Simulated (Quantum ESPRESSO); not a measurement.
The system is WS2, a slab with vacuum.

```
CELL_PARAMETERS angstrom
3.18352 0.00000 0.00000
-1.59176 2.75701 0.00000
0.00000 0.00000 16.95058
ATOMIC_POSITIONS crystal
W 0.00000 0.00000 0.00000
S 0.33333 0.66667 0.09200
S 0.33333 0.66667 0.90800
```

| Item | Value |
| --- | --- |
| Program | Quantum ESPRESSO 7.5 |
| Task | single point |
| Functional | PBE |
| Potentials or basis | SSSP 1.3 efficiency PBE |
| Cutoff | 748 eV |
| Density cutoff | 5987 eV |
| k mesh | 10 × 10 × 2 |
| Occupations | fermi-dirac, width 0.05 eV |
| Spin | no spin polarisation |

On this cell: largest force 0.288 eV/Å; band gap on the k mesh 1.99 eV, indirect (least direct gap 2.15 eV).

The same run follows on a disturbed copy (atoms moved at random, drawn with an rms of 0.05 Å):

```
W S
1.0
     3.18352    0.00000    0.00000
    -1.59176    2.75701    0.00000
     0.00000    0.00000   16.95058
W S
1 2
Direct
  0.99775 0.00096 0.99765
  0.33985 0.65947 0.09287
  0.33153 0.65848 0.90878
```

Question: What does the disturbed cell give?

Answer: The energy moves by +21.0 meV/atom; largest force 1.919 eV/Å; band gap on the k mesh 1.92 eV, indirect (least direct gap 2.13 eV).

Forces on the atoms (eV/Å):
```
W    0.577 -0.517  1.756
S   -0.375  0.208 -0.536
S   -0.202  0.310 -1.220
```

Stress tensor (GPa, compression positive):
```
 0.44  0.19 -0.32
 0.19  0.83 -0.14
-0.32 -0.14  1.04
```

Caveats: spin-orbit coupling is left out, which moves the levels of the heavy elements.

A k mesh can miss the band edges.
